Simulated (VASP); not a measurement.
The system is W.

```
W
1.0
    -1.58234    1.58234    1.58234
     1.58234   -1.58234    1.58234
     1.58234    1.58234   -1.58234
W
1
Direct
  0.00000 0.00000 0.00000
```

```yaml
Program: VASP 6.6.1
Task: relaxation of cell and atoms
Functional: PBE
Potentials_or_basis: VASP PAW PBE potentials, release 64 (W_sv_GW)
Cutoff: 600 eV
k_mesh: 12 × 12 × 12
Occupations: fermi-dirac, width 0.05 eV
Spin: no spin polarisation
```

At the start: pressure 4.8 GPa; volume 15.85 Å³/atom.

Question: Where does the relaxation end?

Answer: Over 3 steps the energy falls by 3.6 meV/atom and the volume is 16.10 Å³/atom (+1.6 %); space group Im-3m (No. 229, to 0.05 Å).

The path:
```tsv
step	energy change (eV)	largest force (eV/Å)	pressure (GPa)	volume (Å³)
1	0.0000	0.0000	4.84	15.85
2	0.0389	0.0000	-14.82	16.97
3	-0.0036	0.0000	-0.09	16.10
```

Final structure:
```cif
data_structure
_symmetry_space_group_name_H-M 'P 1'
_symmetry_Int_Tables_number 1
_cell_length_a 2.7550
_cell_length_b 2.7550
_cell_length_c 2.7550
_cell_angle_alpha 109.471
_cell_angle_beta 109.471
_cell_angle_gamma 109.471
_cell_volume 16.10
loop_
_atom_site_label
_atom_site_type_symbol
_atom_site_fract_x
_atom_site_fract_y
_atom_site_fract_z
_atom_site_occupancy
W1 W 0.00000 0.00000 0.00000 1
```
